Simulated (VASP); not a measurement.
These are RPA correlation on PBE orbitals, VASP's PBE PAW potentials (set 64) (plane waves; VASP) values and carry that method's errors.

VASP ran on this input.

**POSCAR**
```
AlSb
1
    0.0000000000     2.9858480000     2.9858480000
    2.9858480000     0.0000000000     2.9858480000
    2.9858480000     2.9858480000     0.0000000000
Al Sb
1 1
Direct
  0.0000000000   0.0000000000   0.0000000000
  0.2500000000   0.2500000000   0.2500000000
```

INCAR:
```
# general
SYSTEM  = AlSb
PREC    = Normal
ENCUT   = 350
LREAL   = F
LASPH   = T
NBANDS  = 817

# electronic loop
ALGO    = ACFDT

# smearing
ISMEAR  = 0
SIGMA   = 0.01

# functional
GGA     = PE

# output
LWAVE   = F
LCHARG  = F

# other
NOMEGA  = 12
ENCUTGW = 220
```

File KPOINTS:
```
Automatic mesh
0
Gamma
4 4 4
0 0 0
```

POTCAR, in this order: Al_GW Sb_d_GW (PBE.64 set). Program: vasp_std. Read from the step before: WAVECAR, WAVEDER.

What VASP printed:

File OSZICAR:
```
energies w=
    0.000    0.254    0.000    0.830    0.000    1.632    0.000    2.903
    0.000    5.059    0.000    8.861    0.000   15.759    0.000   28.605
    0.000   53.245    0.000  102.467    0.000  209.336    0.000  517.473
NQ=   1    0.0000    0.0000    0.0000,
 performed       5425000 updates of chi_q(r,r)
NQ=   2    0.2500    0.0000    0.0000,
 performed      10850000 updates of chi_q(r,r)
NQ=   3    0.5000    0.0000    0.0000,
 performed      16275000 updates of chi_q(r,r)
NQ=   4    0.2500    0.2500    0.0000,
 performed      21700000 updates of chi_q(r,r)
NQ=   5    0.5000    0.2500    0.0000,
 performed      27125000 updates of chi_q(r,r)
NQ=   6   -0.2500    0.2500    0.0000,
 performed      32550000 updates of chi_q(r,r)
NQ=   7    0.5000    0.5000    0.0000,
 performed      37975000 updates of chi_q(r,r)
NQ=   8   -0.2500    0.5000    0.2500,
 performed      43400000 updates of chi_q(r,r)
```

File OUTCAR:
```


      cutoff energy     smooth cutoff   RPA   correlation   Hartree contr. to MP2
---------------------------------------------------------------------------------
            220.000           176.000      -21.4932135144      -33.9175280044
            209.524           167.619      -21.3653712920      -33.7481340464
            199.547           159.637      -21.2254197811      -33.5612976473
            190.044           152.035      -21.0746946280      -33.3588753196
            180.995           144.796      -20.9098732269      -33.1364990095
            172.376           137.901      -20.7344011956      -32.8989479828
            164.167           131.334      -20.5446093136      -32.6413174830
            156.350           125.080      -20.3426631194      -32.3666444027
  linear regression
  converged value                          -23.2187287236      -36.2481266757
```
(Selected blocks of OUTCAR.)

The mesh is coarse, so the correlation energy is not converged in k-points.

The compound is AlSb in the zinc blende structure. This cell is one point of a volume scan, at 0.92 of the reference volume. The k-mesh is coarse (spacing up to 0.46 per Å, 2π included), so the numbers may not be converged in it.
